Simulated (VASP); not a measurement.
# InAs in VASP: work function with PBE

Aim: the work function of InAs with PBE.

Everything below comes from runs of VASP 6.6.1. Logs are shortened: lines on timing, memory, paths and dates and some standing lists are left out, and cuts for length are marked.

**1. The cell of the first run**

The cell holds a slab with vacuum, 8 atoms: a = 4.277 Å, b = 4.277 Å, c = 26.348 Å, α = 90.00°, β = 90.00°, γ = 120.00°.

**2. Work function, PBE (the (1 1 1) slab of InAs, cut from the database cell, not relaxed)**

The input, INCAR:

```
  PREC = Accurate
  ENCUT = 520
  EDIFF = 1E-7
  ISMEAR = 0
  SIGMA = 0.05
  LREAL = False
  LASPH = True
  NELM = 60
  ALGO = Normal
  ISIF = 2
  LWAVE = False
  LCHARG = True
  LDIPOL = True
  IDIPOL = 3
  DIPOL = 0.5 0.5 0.500
  GGA = PE
  LELF = True
  LVHAR = True
  LVACPOTAV = True
```

The input, KPOINTS:

```
regular mesh
0
Gamma
  7 7 1
```

The input, POSCAR:

```
InAs
1.0
    4.2765818126      0.0000000000      0.0000000000
   -2.1382909063      3.7036284911      0.0000000000
    0.0000000000      0.0000000000     26.3483968912
As In
4 4
Direct
    0.0000000000      0.0000000000      0.2846472987
    0.3333333333      0.6666666667      0.4171720380
    0.6666666667      0.3333333333      0.5496967772
    0.0000000000      0.0000000000      0.6822215165
    0.3333333333      0.6666666667      0.3177784835
    0.6666666667      0.3333333333      0.4503032228
    0.0000000000      0.0000000000      0.5828279620
    0.3333333333      0.6666666667      0.7153527013
```

Potentials or basis: VASP PAW PBE potentials, release 64 (As, In_d).

Command:

```console
> cat potpaw_PBE.64/As/POTCAR potpaw_PBE.64/In_d/POTCAR > POTCAR
> mpirun -np 1 vasp_std > vasp.out
```

OUTCAR:

```text
PREC = Accurate
   ENCUT = 520
   EDIFF = 1E-7
   ISMEAR = 0
   LREAL = False
   LASPH = True
   NELM = 60
   ISIF = 2
   GGA = PE

 ion  position               nearest neighbor table
   1  0.000  0.000  0.285-   5 2.62   5 2.62   5 2.62
   2  0.333  0.667  0.417-   6 2.62   6 2.62   6 2.62   5 2.62
   3  0.667  0.333  0.550-   6 2.62   7 2.62   7 2.62   7 2.62
   4  0.000  0.000  0.682-   8 2.62   8 2.62   8 2.62   7 2.62
   5  0.333  0.667  0.318-   1 2.62   1 2.62   1 2.62   2 2.62
   6  0.667  0.333  0.450-   3 2.62   2 2.62   2 2.62   2 2.62
   7  0.000  0.000  0.583-   3 2.62   3 2.62   3 2.62   4 2.62
   8  0.333  0.667  0.715-   4 2.62   4 2.62   4 2.62

  LATTYP: Found a hexagonal cell.
 ALAT       =     4.2765818126
 C/A-ratio  =     6.1610880011

  Lattice vectors:

 A1 = (   4.2765818126,   0.0000000000,   0.0000000000)
 A2 = (  -2.1382909063,   3.7036284911,   0.0000000000)
 A3 = (   0.0000000000,   0.0000000000,  26.3483968912)

Analysis of symmetry for initial positions (statically):
=====================================================================
 Subroutine PRICEL returns:
 Original cell was already a primitive cell.

 Routine SETGRP: Setting up the symmetry group for a
 hexagonal supercell.

 Subroutine GETGRP returns: Found  6 space group operations
 (whereof  6 operations were pure point group operations)
 out of a pool of 24 trial point group operations.

The static configuration has the point symmetry C_3v.

Analysis of symmetry for dynamics (positions and initial velocities):
=====================================================================
 Subroutine PRICEL returns:
 Original cell was already a primitive cell.

 Routine SETGRP: Setting up the symmetry group for a
 hexagonal supercell.

 Subroutine GETGRP returns: Found  6 space group operations
 (whereof  6 operations were pure point group operations)
 out of a pool of 24 trial point group operations.

The dynamic configuration has the point symmetry C_3v.

 Subroutine INISYM returns: Found  6 space group operations
 (whereof  6 operations are pure point group operations),
 and found     1 'primitive' translations

----------------------------------------------------------------------------------------

                                     Primitive cell

  volume of cell :     417.3288

  direct lattice vectors                    reciprocal lattice vectors
     4.276581813  0.000000000  0.000000000     0.233831608  0.135002742  0.000000000
    -2.138290906  3.703628491  0.000000000     0.000000000  0.270005483  0.000000000
     0.000000000  0.000000000 26.348396891     0.000000000  0.000000000  0.037952973

  length of vectors
     4.276581813  4.276581813 26.348396891     0.270005483  0.270005483  0.037952973

  position of ions in fractional coordinates (direct lattice)
     0.000000000  0.000000000  0.284647299
     0.333333333  0.666666667  0.417172038
     0.666666667  0.333333333  0.549696777
     0.000000000  0.000000000  0.682221517
     0.333333333  0.666666667  0.317778483
     0.666666667  0.333333333  0.450303223
     0.000000000  0.000000000  0.582827962
     0.333333333  0.666666667  0.715352701

  ion indices of the primitive-cell ions
   primitive index   ion index
                 1           1
                 2           2
                 3           3
                 4           4
                 5           5
                 6           6
                 7           7
                 8           8

----------------------------------------------------------------------------------------

 KPOINTS: regular mesh

Automatic generation of k-mesh.
 Grid dimensions read from file:
 generate k-points for:    7    7    1

 Generating k-lattice:

  Cartesian coordinates                     Fractional coordinates (reciprocal lattice)
     0.033404515  0.019286106  0.000000000     0.142857143  0.000000000  0.000000000
     0.000000000  0.038572212  0.000000000     0.000000000  0.142857143  0.000000000
     0.000000000  0.000000000  0.037952973     0.000000000  0.000000000  1.000000000

  Length of vectors
     0.038572212  0.038572212  0.037952973

  Shift w.r.t. Gamma in fractional coordinates (k-lattice)
     0.000000000  0.000000000  0.000000000

 Subroutine IBZKPT returns following result:
 ===========================================

 Found      8 irreducible k-points:

 Following reciprocal coordinates:
            Coordinates               Weight
  0.000000  0.000000  0.000000      1.000000
  0.142857  0.000000  0.000000      6.000000
  0.285714  0.000000  0.000000      6.000000
  0.428571  0.000000  0.000000      6.000000
  0.142857  0.142857  0.000000      6.000000
  0.285714  0.142857  0.000000     12.000000
  0.428571  0.142857  0.000000      6.000000
  0.285714  0.285714  0.000000      6.000000
   k-points           NKPTS =      8   k-points in BZ     NKDIM =      8   number of bands    NBANDS=     43
   number of dos      NEDOS =    301   number of ions     NIONS =      8
   total plane-waves  NPLWV = 200704
   dimension x,y,z NGX =    32 NGY =   32 NGZ =  196
   dimension x,y,z NGXF=    64 NGYF=   64 NGZF=  392
   ions per type =               4   4
   NGX,Y,Z   is equivalent  to a cutoff of  12.44, 12.44, 12.37 a.u.
   NGXF,Y,Z  is equivalent  to a cutoff of  24.88, 24.88, 24.73 a.u.
 SYSTEM =  unknown system
   PREC   = accura    normal or accurate (medium, high low for compatibility)
   ISTART =      0    job   : 0-new  1-cont  2-samecut
   ICHARG =      2    charge: 1-file 2-atom 10-const
   ISPIN  =      1    spin polarized calculation?
   LNONCOLLINEAR =      F non collinear calculations
   LSORBIT =      F    spin-orbit coupling
   LASPH  =      T    aspherical Exc in radial PAW
   ENCUT  =  520.0 eV  38.22 Ry    6.18 a.u.   7.95  7.95 48.99*2*pi/ulx,y,z
   NELM   =     60;   NELMIN=  2; NELMDL= -5     # of ELM steps
   EDIFF  = 0.1E-06   stopping-criterion for ELM
   LREAL  =      F    real-space projection
   EDIFFG = 0.1E-05   stopping-criterion for IOM
   NSW    =      0    number of steps for IOM
   IBRION =     -1    ionic relax: 0-MD 1-quasi-New 2-CG
   NFREE  =      0    steps in history (QN), initial steepest desc. (CG)
   ISIF   =      2    stress and relaxation
   ISYM   =      2    0-nonsym 1-usesym 2-fastsym
   POTIM  = 0.5000    time-step for ionic-motion
   TEBEG  =    0.0;   TEEND  =   0.0 temperature during run
   PSTRESS=    0.0 pullay stress
   NELECT =      72.0000    total number of electrons
   NUPDOWN=      -1.0000    fix difference up-down
   EMIN   =  10.00;   EMAX   =-10.00  energy-range for DOS
   EFERMI =   0.00;   METHOD = LEGACY
   ISMEAR =     0;   SIGMA  =   0.05  broadening in eV -4-tet -1-fermi 0-gaus
   EFERMI_NEDOS =   21; number of points for ismear=-14 and -15
   IALGO  =     38    algorithm
   IMIX   =      4    mixing-type and parameters
     AMIX     =   0.40;   BMIX     =  1.00
     AMIX_MAG =   1.60;   BMIX_MAG =  1.00
  volume/ion in A,a.u.               =      52.17       352.03
  Fermi-wavevector in a.u.,A,eV,Ry     =   0.911366  1.722232 11.300838  0.830588
  Thomas-Fermi vector in A             =   2.035637
   LORBIT       =      0    0 simple, 1 ext, 2 COOP (PROOUT), +10 PAW based schemes
   GGA     = PE    functional components
   LHFCALC =     F    Hartree Fock is set to
   AEXX    =    0.0000 exact exchange contribution
   IVDW    =     0    specifies the selected vdW correction
   LEPSILON=     F    determine dielectric tensor
   LRPA    =     F    only Hartree local field effects (RPA)
 non-spin polarized calculation
 Gauss-broadening in eV      SIGMA  =   0.05
  energy-cutoff  :      520.00
  volume of cell :      417.33
 maximum number of plane-waves:     11268
 NGX is ok and might be reduce to    32
   NGX = 15   NGY = 15   NGZ = 97

 dipolmoment           0.000000      0.000000      0.005979 electrons x Angstroem

 number of electron      71.9999999 magnetization

 dipolmoment           0.000000      0.000000     -0.195372 electrons x Angstroem

 Free energy of the ion-electron system (eV)
  ---------------------------------------------------
  ext. energy  EPLUGINS =         0.00000000
  ---------------------------------------------------
  free energy    TOTEN  =       -28.81637485 eV

  energy without entropy =      -28.80585773  energy(sigma->0) =      -28.81111629

 E-fermi :   0.3219     XC(G=0):  -5.3590

 val. band max:        0.3083045453   @ k =   0.4286   0.0000   0.0000
 cond. band min:       0.3338870026   @ k =   0.4286   0.1429   0.0000
 fundamental gap:      0.0255824572
 Fermi energy:         0.3218746104

 k-point     1 :       0.0000    0.0000    0.0000
  band No.  band energies     occupation
      1     -14.7920      2.00000
      2     -14.7284      2.00000
      3     -14.7284      2.00000
      4     -14.6458      2.00000
      5     -14.6386      2.00000
      6     -14.6386      2.00000
[... 35 lines left out ...]
     42       3.7842      0.00000
     43       3.9315      0.00000

 k-point     2 :       0.1429    0.0000    0.0000
  band No.  band energies     occupation
      1     -14.8106      2.00000
      2     -14.7262      2.00000
      3     -14.7237      2.00000
      4     -14.6418      2.00000
      5     -14.6384      2.00000
      6     -14.6335      2.00000
[... 35 lines left out ...]
     42       3.4058      0.00000
     43       3.9520      0.00000

 k-point     3 :       0.2857    0.0000    0.0000
  band No.  band energies     occupation
      1     -14.8530      2.00000
      2     -14.7162      2.00000
      3     -14.7148      2.00000
      4     -14.6484      2.00000
      5     -14.6412      2.00000
      6     -14.6189      2.00000
[... 35 lines left out ...]
     42       3.3403      0.00000
     43       4.1652      0.00000

 k-point     4 :       0.4286    0.0000    0.0000
  band No.  band energies     occupation
      1     -14.8850      2.00000
      2     -14.7127      2.00000
      3     -14.7059      2.00000
      4     -14.6642      2.00000
      5     -14.6466      2.00000
      6     -14.6044      2.00000
[... 35 lines left out ...]
     42       3.0574      0.00000
     43       3.9562      0.00000

 k-point     5 :       0.1429    0.1429    0.0000
  band No.  band energies     occupation
      1     -14.8400      2.00000
      2     -14.7230      2.00000
      3     -14.7142      2.00000
      4     -14.6440      2.00000
      5     -14.6391      2.00000
      6     -14.6240      2.00000
[... 35 lines left out ...]
     42       3.5647      0.00000
     43       3.9601      0.00000

 k-point     6 :       0.2857    0.1429    0.0000
  band No.  band energies     occupation
      1     -14.8739      2.00000
      2     -14.7177      2.00000
      3     -14.7054      2.00000
      4     -14.6539      2.00000
      5     -14.6451      2.00000
      6     -14.6124      2.00000
[... 35 lines left out ...]
     42       3.8787      0.00000
     43       4.1469      0.00000

 k-point     7 :       0.4286    0.1429    0.0000
  band No.  band energies     occupation
      1     -14.8883      2.00000
      2     -14.7159      2.00000
      3     -14.7018      2.00000
      4     -14.6633      2.00000
      5     -14.6451      2.00000
      6     -14.6071      2.00000
[... 35 lines left out ...]
     42       3.7503      0.00000
     43       4.0784      0.00000

 k-point     8 :       0.2857    0.2857    0.0000
  band No.  band energies     occupation
      1     -14.8865      2.00000
      2     -14.7196      2.00000
      3     -14.6984      2.00000
      4     -14.6587      2.00000
      5     -14.6419      2.00000
      6     -14.6141      2.00000
[... 35 lines left out ...]
     42       4.4319      0.00000
     43       4.5979      0.00000

------------------------ aborting loop because EDIFF is reached ----------------------------------------

  FORCE on cell =-STRESS in cart. coord.  units (eV):
  Direction    XX          YY          ZZ          XY          YZ          ZX
  --------------------------------------------------------------------------------------
  -------------------------------------------------------------------------------------
  Total        4.5534574      4.5534574      6.5038973     -0.0000000      0.0000000     -0.0000000
  in kB       17.4812893     17.4812893     24.9692707     -0.0000000      0.0000000     -0.0000000
  external PRESSURE =      19.9772831 kB  Pullay stress =       0.0000000 kB

 VOLUME and BASIS-vectors are now :
 -----------------------------------------------------------------------------
  energy-cutoff  :      520.00
  volume of cell :      417.33
      direct lattice vectors                 reciprocal lattice vectors
     4.276581813  0.000000000  0.000000000     0.233831608  0.135002742  0.000000000
    -2.138290906  3.703628491  0.000000000     0.000000000  0.270005483  0.000000000
     0.000000000  0.000000000 26.348396891     0.000000000  0.000000000  0.037952973

 POSITION                                       TOTAL-FORCE (eV/Angst)
 -----------------------------------------------------------------------------------
      0.00000      0.00000      7.50000         0.000000     -0.000000     -0.442171
     -0.00000      2.46909     10.99181         0.000000     -0.000000      0.432593
      2.13829      1.23454     14.48363        -0.000000      0.000000      0.316577
      0.00000      0.00000     17.97544         0.000000     -0.000000      0.514792
     -0.00000      2.46909      8.37295         0.000000      0.000000     -0.290279
      2.13829      1.23454     11.86477        -0.000000     -0.000000     -0.330908
      0.00000      0.00000     15.35658         0.000000     -0.000000     -0.400708
     -0.00000      2.46909     18.84840        -0.000000      0.000000      0.200102
 -----------------------------------------------------------------------------------
    total drift:                                0.000000     -0.000000     -0.000317

  FREE ENERGIE OF THE ION-ELECTRON SYSTEM (eV)
  ---------------------------------------------------
  free  energy   TOTEN  =       -28.8163748535 eV

  energy  without entropy=      -28.8058577314  energy(sigma->0) =      -28.81111629

 vacuum level on the upper side and lower side of the slab         3.792         6.024
```

Wall time 8.6 min (1 thread of Intel Xeon Platinum 8488C (Sapphire Rapids), shared host); peak memory 0.48 GiB.

What came out:

* Free energy: -28.8164 eV
* Largest force: 0.515 eV/Å
* Band gap on the k mesh: none (metal or under the smearing width)
* Work function of the upper face: 3.47 eV
* Work function of the lower face: 5.70 eV

Forces on the atoms (eV/Å):
```
As   0.000  0.000 -0.442
As   0.000  0.000  0.433
As   0.000  0.000  0.317
As   0.000  0.000  0.515
In   0.000  0.000 -0.290
In   0.000  0.000 -0.331
In   0.000  0.000 -0.401
In   0.000  0.000  0.200
```
